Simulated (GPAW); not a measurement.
# Ga: relaxation of cell and atoms with PBEsol+D4

The system is Ga.

```
Ga
1.0
     1.38300   -4.02650    0.00000
     1.38300    4.02650    0.00000
    -0.11745    0.00000    3.32993
Ga
2
Direct
  0.13100 0.86900 0.75000
  0.86900 0.13100 0.25000
```

This isn't the form of Ga at room conditions, which is orthorhombic.

```yaml
Program: GPAW 26.7.0
Task: relaxation of cell and atoms
Functional: PBEsol
Dispersion: D4
Potentials_or_basis: PAW data sets generated in the run's folder for this functional
Cutoff: 600 eV
Basis: pw
k_mesh: 7 × 7 × 6
Occupations: fermi-dirac, width 0.05 eV
Spin: no spin polarisation
Maxiter: 150
Optimizer: BFGS
Fmax: 0.02 eV/Å
Max_steps: 60
Convergence: density=1e-05 forces=0.0001
```

```
Relaxed volume                         : 17.56 Å³/atom
Relaxed cell                           : a = 4.216 Å, b = 4.216 Å, c = 3.379 Å, α = 91.44°, β = 91.44°, γ = 144.06°
Space group after relaxing (to 0.05 Å) : C2/c (No. 15)
Energy gained by relaxing              : 26.0 meV/atom
Ionic steps                            : 18
Pressure after relaxing                : 0.1 GPa
Largest force after relaxing           : 0.003 eV/Å
Band gap on the k mesh                 : none (metal or under the smearing width)
Dispersion energy per atom             : -0.298 eV
```

Forces in eV/Å, atoms in the order of the input:
```
Ga   0.000  0.003  0.000
Ga   0.000 -0.003  0.000
```

Stress tensor (GPa, compression positive):
```
0.06 0.00 0.04
0.00 0.10 0.00
0.04 0.00 0.00
```

Step by step:
```csv
step,energy change (eV),largest force (eV/Å),pressure (GPa),volume (Å³)
1,0.0000,0.1535,-3.33,37.09
2,-0.0072,0.1312,-2.89,36.78
3,-0.0269,0.0444,0.49,34.88
4,-0.0275,0.0199,0.11,35.06
5,-0.0281,0.0032,-0.07,35.15
6,-0.0311,0.0536,-0.57,35.35
7,-0.0330,0.0838,-0.79,35.37
8,-0.0343,0.0519,-0.40,35.17
9,-0.0359,0.0010,0.28,34.83
10,-0.0367,0.0218,0.43,34.76
11,-0.0413,0.1266,0.76,34.62
12,-0.0437,0.2040,1.01,34.65
13,-0.0446,0.1885,0.58,34.98
14,-0.0499,0.1000,-0.69,35.49
15,-0.0507,0.0998,-0.39,35.35
16,-0.0515,0.0701,-0.02,35.17
17,-0.0519,0.0265,0.12,35.10
18,-0.0519,0.0030,0.06,35.12
```

Final structure:
```
Ga
1.0
     1.30009   -4.00995   -0.03138
     1.30009    4.00995   -0.03138
    -0.19292    0.00000    3.37311
Ga
2
Direct
  0.13149 0.86851 0.75000
  0.86851 0.13149 0.25000
```

Levels at points of the mesh, in eV from the Fermi level:
| k point | band 1 | band 2 | band 3 | band 4 | band 5 | band 6 |
| --- | --- | --- | --- | --- | --- | --- |
| (0.00, 0.00, 0.00) | -11.74 | -2.48 | -2.13 | 0.88 | 4.83 | 9.61 |
| (0.00, 0.00, 0.50) | -8.40 | -8.40 | 1.22 | 1.22 | 2.08 | 2.08 |

It took 6.4 min on 1 thread of Arm Neoverse V2, with other jobs on the host, peak memory 0.32 GiB.

Caveat: later steps reuse the first step's grids; pairwise dispersion overbinds metals, which lowers pressure and volume; the program warned that so skewed a cell can give wrong results.
